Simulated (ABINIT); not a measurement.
# W (Im-3m) in ABINIT: single point with PBE

Aim: the single point of W with PBE.

Everything below comes from runs of ABINIT 10.8.3 (patched build). Logs are shortened: lines on timing, memory, paths and dates and some standing lists are left out, and cuts for length are marked. The log counts tension as positive stress, the text compression.

### 1 Starting point

It takes space group Im-3m (No. 229, cubic). Conventional cell: a = 3.165 Å, b = 3.165 Å, c = 3.165 Å, α = 90.00°, β = 90.00°, γ = 90.00°. W (site symmetry m-3m) has 8 W at 2.74 Å as nearest neighbours.

### 2 Single point, PBE

The input, run.abi:

```
# Pseudopotentials
pp_dirpath "./"
pseudos "W.GGA_PBE-JTH.xml"

# Structure
acell 3*1.0
rprim
    -2.9901986847     2.9901986847     2.9901986847
     2.9901986847    -2.9901986847     2.9901986847
     2.9901986847     2.9901986847    -2.9901986847
ntypat 1
znucl 74
natom 1
typat 1
xred
     0.0000000000     0.0000000000     0.0000000000

# Plane-wave basis
ecut 15.0
pawecutdg 30.0

# k points
kptopt 1
ngkpt 16 16 16
nshiftk 1
shiftk 0.0 0.0 0.0

# Exchange and correlation
ixc 11

# Bands and occupations
nband 11
occopt 3
tsmear 0.05 eV

# SCF cycle
nstep 100
tolvrs 1.0e-9

# Output
iomode 3
prtwf 0
prteig 0
prtebands 0
enunit 2
prtden 1
prtvha 1
prtvclmb 1
prtpot 1
```

Potentials or basis: JTH PAW PBE v2.0.

Run with:

```console
> abinit run.abi > log 2>&1
```

run.abo:

```text
.Version 10.8.3 of ABINIT
 Symmetries : space group Im -3 m (#229); Bravais cI (body-center cubic)
================================================================================
 Values of the parameters that define the memory need of the present run
     intxc =       0    ionmov =       0      iscf =      17    lmnmax =      18
     lnmax =       6     mgfft =      20  mpssoang =       3    mqgrid =    3001
     natom =       1  nloc_mem =       2    nspden =       1   nspinor =       1
    nsppol =       1      nsym =      48    n1xccc =       1    ntypat =       1
    occopt =       3   xclevel =       2
       mpw =         321          nfft =        8000          nkpt =         145
 PAW method is used; the additional fine FFT grid is defined by:
   mgfftf=        27    nfftf =     19683
================================================================================
================================================================================

--------------------------------------------------------------------------------
------------- Echo of variables that govern the present computation ------------
--------------------------------------------------------------------------------
 -outvars: echo values of preprocessed input variables --------
            acell      1.0000000000E+00  1.0000000000E+00  1.0000000000E+00 Bohr
              amu      1.83850000E+02
             ecut      1.50000000E+01 Hartree
           enunit           2
                       outvar_i_n : Printing only first  50 k-points.
              ixc          11
                       outvar_i_n : Printing only first  50 k-points.
         kptrlatt       16    0    0      0   16    0      0    0   16
          kptrlen      8.28668167E+01
            natom           1
            nband          11
            ngfft          20      20      20
          ngfftdg          27      27      27
             nkpt         145
            nstep         100
             nsym          48
           ntypat           1
                       prtocc : prtvol=0, do not print more k-points.
           occopt           3
        pawecutdg      3.00000000E+01 Hartree
         pawxcdev           0
        prtebands           0
           prteig           0
           prtpot           1
         prtvclmb           1
           prtvha           1
            prtwf           0
            rprim     -2.9901986847E+00  2.9901986847E+00  2.9901986847E+00
                       2.9901986847E+00 -2.9901986847E+00  2.9901986847E+00
                       2.9901986847E+00  2.9901986847E+00 -2.9901986847E+00
          spgroup         229
           tolvrs      1.00000000E-09
           tsmear      1.83746611E-03 Hartree
            typat      1
           useylm           1
                       outvars : Printing only first  50 k-points.
            znucl       74.00000

================================================================================

 chkinp: Checking input parameters for consistency.

================================================================================
== DATASET  1 ==================================================================

--- !DatasetInfo
iteration_state: {dtset: 1, }
dimensions: {natom: 1, nkpt: 145, mband: 11, nsppol: 1, nspinor: 1, nspden: 1, mpw: 321, }
cutoff_energies: {ecut:  15.0, pawecutdg:  30.0, }
electrons: {nelect:   1.40000000E+01, charge:   0.00000000E+00, occopt:   3.00000000E+00, tsmear:   1.83746611E-03, }
meta: {optdriver: 0, ionmov: 0, optcell: 0, iscf: 17, paral_kgb: 0, }
...

 Exchange-correlation functional for the present dataset will be:
  GGA: Perdew-Burke-Ernzerhof functional - ixc=11
  J.P.Perdew, K.Burke, M.Ernzerhof, PRL 77, 3865 (1996)

 Real(R)+Recip(G) space primitive vectors, cartesian coordinates (Bohr,Bohr^-1):
 R(1)= -2.9901987  2.9901987  2.9901987  G(1)=  0.0000000  0.1672130  0.1672130
 R(2)=  2.9901987 -2.9901987  2.9901987  G(2)=  0.1672130  0.0000000  0.1672130
 R(3)=  2.9901987  2.9901987 -2.9901987  G(3)=  0.1672130  0.1672130  0.0000000
 Unit cell volume ucvol=  1.0694491E+02 bohr^3
 Angles (23,13,12)=  1.09471221E+02  1.09471221E+02  1.09471221E+02 degrees

 Coarse grid specifications (used for wave-functions):

 getcut: wavevector=  0.0000  0.0000  0.0000  ngfft=  20  20  20
         ecut(hartree)=     15.000   => boxcut(ratio)=   2.22045

 getcut : COMMENT -
  Note that boxcut > 2.2 ; recall that boxcut=Gcut(box)/Gcut(sphere) = 2
  is sufficient for exact treatment of convolution.
  Such a large boxcut is a waste : you could raise ecut
  e.g. ecut=   18.489044 Hartrees makes boxcut=2

 Fine grid specifications (used for densities):

 getcut: wavevector=  0.0000  0.0000  0.0000  ngfft=  27  27  27
         ecut(hartree)=     30.000   => boxcut(ratio)=   2.03905

--- Pseudopotential description ------------------------------------------------
- pspini: atom type   1  psp file is ./W.GGA_PBE-JTH.xml
 Pseudopotential format is: paw10
 basis_size (lnmax)=  6 (lmn_size= 18), orbitals=   0   0   1   1   2   2
 Spheres core radius: rc_sph= 2.41188978
 Shapefunction is BESSEL type: shapef(r,l)=aa(1,l)*jl(q(1,l)*r)+aa(2,l)*jl(q(2,l)*r)
 Radius for shape functions =  2.10354610
 Compensation charge density is not taken into account in XC energy/potential

   6.59015510E+02                                ecore*ucvol(ha*bohr**3)
--------------------------------------------------------------------------------

================================================================================

--- !BeginCycle
iteration_state: {dtset: 1, }
solver: {iscf: 17, nstep: 100, nline: 4, wfoptalg: 10, }
tolerances: {tolvrs: 1.00E-09, }
...

     iter   Etot(hartree)      deltaE(h)  residm     nres2
 ETOT  1  -67.472916120828    -6.747E+01 1.145E+01 3.205E+00
 ETOT  2  -69.051584979492    -1.579E+00 5.901E-02 3.546E+00
 ETOT  3  -69.037336110752     1.425E-02 2.297E-02 1.055E+00
 ETOT  4  -69.031491031967     5.845E-03 4.570E-03 1.249E-02
 ETOT  5  -69.032041758196    -5.507E-04 3.288E-03 2.726E-02
 ETOT  6  -69.031905001209     1.368E-04 3.581E-03 5.058E-05
 ETOT  7  -69.031911501092    -6.500E-06 1.218E-02 1.378E-06
 ETOT  8  -69.031911568699    -6.761E-08 4.498E-04 1.530E-05
 ETOT  9  -69.031911502418     6.628E-08 2.509E-04 8.833E-08
 ETOT 10  -69.031911506454    -4.037E-09 8.832E-05 9.520E-10

 At SCF step   10       nres2   =  9.52E-10 < tolvrs=  1.00E-09 =>converged.

 Cartesian components of stress tensor (hartree/bohr^3)
  sigma(1 1)= -1.36733593E-04  sigma(3 2)=  0.00000000E+00
  sigma(2 2)= -1.36733593E-04  sigma(3 1)=  0.00000000E+00
  sigma(3 3)= -1.36733593E-04  sigma(2 1)=  0.00000000E+00

--- !ResultsGS
iteration_state: {dtset: 1, }
comment   : Summary of ground state results
lattice_vectors:
- [ -2.9901987,   2.9901987,   2.9901987, ]
- [  2.9901987,  -2.9901987,   2.9901987, ]
- [  2.9901987,   2.9901987,  -2.9901987, ]
lattice_lengths: [   5.17918,    5.17918,    5.17918, ]
lattice_angles: [109.471, 109.471, 109.471, ] # degrees, (23, 13, 12)
lattice_volume:   1.0694491E+02
convergence: {deltae: -4.037E-09, res2:  9.520E-10, residm:  8.832E-05, diffor: null, }
etotal    :  -6.90319115E+01
entropy   :   0.00000000E+00
fermie    :   3.62222724E-01
cartesian_stress_tensor: # hartree/bohr^3
- [ -1.36733593E-04,   0.00000000E+00,   0.00000000E+00, ]
- [  0.00000000E+00,  -1.36733593E-04,   0.00000000E+00, ]
- [  0.00000000E+00,   0.00000000E+00,  -1.36733593E-04, ]
pressure_GPa:   4.0228E+00
xred      :
- [  0.0000E+00,   0.0000E+00,   0.0000E+00,  W]
cartesian_forces: # hartree/bohr
- [ -0.00000000E+00,  -0.00000000E+00,  -0.00000000E+00, ]
force_length_stats: {min:   0.00000000E+00, max:   0.00000000E+00, mean:   0.00000000E+00, }
...

 Integrated electronic density in atomic spheres:
 ------------------------------------------------
 Atom  Sphere_radius  Integrated_density
    1        2.41189         11.76149772

================================================================================

 ----iterations are completed or convergence reached----

 Mean square residual over all n,k,spin=   20.469E-08; max=  88.322E-06
 reduced coordinates (array xred) for    1 atoms
       0.000000000000      0.000000000000      0.000000000000
 rms dE/dt=  0.0000E+00; max dE/dt=  0.0000E+00; dE/dt below (all hartree)
    1       0.000000000000      0.000000000000      0.000000000000

 cartesian coordinates (angstrom) at end:
    1      0.00000000000000     0.00000000000000     0.00000000000000

 cartesian forces (hartree/bohr) at end:
    1     -0.00000000000000    -0.00000000000000    -0.00000000000000
 frms,max,avg= 0.0000000E+00 0.0000000E+00   0.000E+00  0.000E+00  0.000E+00 h/b

 cartesian forces (eV/Angstrom) at end:
    1     -0.00000000000000    -0.00000000000000    -0.00000000000000
 frms,max,avg= 0.0000000E+00 0.0000000E+00   0.000E+00  0.000E+00  0.000E+00 e/A
 length scales=  1.000000000000  1.000000000000  1.000000000000 bohr
              =  0.529177210544  0.529177210544  0.529177210544 angstroms
 Fermi (or HOMO) energy (hartree) =   0.36222   Average Vxc (hartree)=  -0.48850
 Eigenvalues (hartree) for nkpt= 145  k points:
 kpt#   1, nband= 11, wtk=  0.00024, kpt=  0.0000  0.0000  0.0000 (reduced coord)
  -2.36627   -1.02689   -1.02689   -1.02689    0.00588    0.31557    0.31557    0.31557
   0.44375    0.44375    0.90478
      occupation numbers for kpt#   1
   2.00000    2.00000    2.00000    2.00000    2.00000    2.00000    2.00000    2.00000
   0.00000    0.00000    0.00000
 prteigrs : prtvol=0 or 1, do not print more k-points.

 Fermi (or HOMO) energy (eV) =   9.85658   Average Vxc (eV)= -13.29272
 Eigenvalues (   eV  ) for nkpt= 145  k points:
 kpt#   1, nband= 11, wtk=  0.00024, kpt=  0.0000  0.0000  0.0000 (reduced coord)
 -64.38951  -27.94323  -27.94323  -27.94323    0.16014    8.58717    8.58717    8.58717
  12.07512   12.07512   24.62036
 prteigrs : prtvol=0 or 1, do not print more k-points.

--- !EnergyTerms
iteration_state     : {dtset: 1, }
comment             : Components of total free energy in Hartree
kinetic             :  6.78719423479922E+00
hartree             :  9.99953387486801E+00
xc                  : -7.66450317383744E+00
Ewald energy        : -5.96356489414546E+01
psp_core            :  6.16219598064946E+00
local_psp           : -2.81387576953068E+01
PAW spherical_terms :  3.45824496408815E+00
internal            : -6.90317407561940E+01
'-kT*entropy'       : -1.67589662576619E-04
total_energy        : -6.90319083458565E+01
total_energy_eV     : -1.87845392129626E+03
...

--- !EnergyTermsDC
iteration_state     : {dtset: 1, }
comment             : '"Double-counting" decomposition of free energy'
band_energy         : -9.59810384482559E+00
Ewald energy        : -5.96356489414546E+01
psp_core            :  6.16219598064946E+00
xc_dc               : -1.34157307257261E+01
PAW spherical_terms :  7.45554361456508E+00
internal            : -6.90317439167918E+01
'-kT*entropy'       : -1.67589662576619E-04
total_energy_dc     : -6.90319115064543E+01
total_energy_dc_eV  : -1.87845400730051E+03
...

--- !EnergyTermsWithPAWCore
iteration_state     : {dtset: 1, }
comment             : 'Components of total free energy, including PAW core contributions'
Total energy        : -1.61429312297560E+04
Total energy DC     : -1.61429312329166E+04
Total energy (eV)   : -4.39271536835199E+05
Total energy DC (eV): -4.39271536921203E+05
...

 Cartesian components of stress tensor (hartree/bohr^3)
  sigma(1 1)= -1.36733593E-04  sigma(3 2)=  0.00000000E+00
  sigma(2 2)= -1.36733593E-04  sigma(3 1)=  0.00000000E+00
  sigma(3 3)= -1.36733593E-04  sigma(2 1)=  0.00000000E+00

-Cartesian components of stress tensor (GPa)         [Pressure=  4.0228E+00 GPa]
- sigma(1 1)= -4.02284121E+00  sigma(3 2)=  0.00000000E+00
- sigma(2 2)= -4.02284121E+00  sigma(3 1)=  0.00000000E+00
- sigma(3 3)= -4.02284121E+00  sigma(2 1)=  0.00000000E+00

== END DATASET(S) ==============================================================
================================================================================

 -outvars: echo values of variables after computation  --------
            acell      1.0000000000E+00  1.0000000000E+00  1.0000000000E+00 Bohr
           etotal     -6.9031911506E+01
            fcart     -0.0000000000E+00 -0.0000000000E+00 -0.0000000000E+00
            rprim     -2.9901986847E+00  2.9901986847E+00  2.9901986847E+00
                       2.9901986847E+00 -2.9901986847E+00  2.9901986847E+00
                       2.9901986847E+00  2.9901986847E+00 -2.9901986847E+00
           strten     -1.3673359341E-04 -1.3673359341E-04 -1.3673359341E-04
                       0.0000000000E+00  0.0000000000E+00  0.0000000000E+00
 Calculation completed.
```

Run time: 11 s. Hardware: 1 thread of Arm Neoverse V2, shared host; peak memory 0.11 GiB.

What came out:

```yaml
Free_energy: -1878.4540 eV
Band_gap_on_the_k_mesh: none (metal or under the smearing width)
Valence_electrons_inside_the_program's_atomic_spheres: W 11.76 (radii [1.2763] Å)
```

Levels at points of the mesh, in eV from the Fermi level:
| k point | band 5 | band 6 | band 7 | band 8 | band 9 | band 10 |
| --- | --- | --- | --- | --- | --- | --- |
| (0.00, 0.00, 0.00) | -9.70 | -1.27 | -1.27 | -1.27 | 2.22 | 2.22 |
| (0.50, 0.00, 0.00) | -6.32 | -3.61 | 0.63 | 2.12 | 3.10 | 6.12 |
| (0.50, 0.50, 0.50) | -5.88 | -5.88 | 5.13 | 5.13 | 5.13 | 8.24 |

Caveat: the cutoff is too short for stress, so the log's stress isn't used.
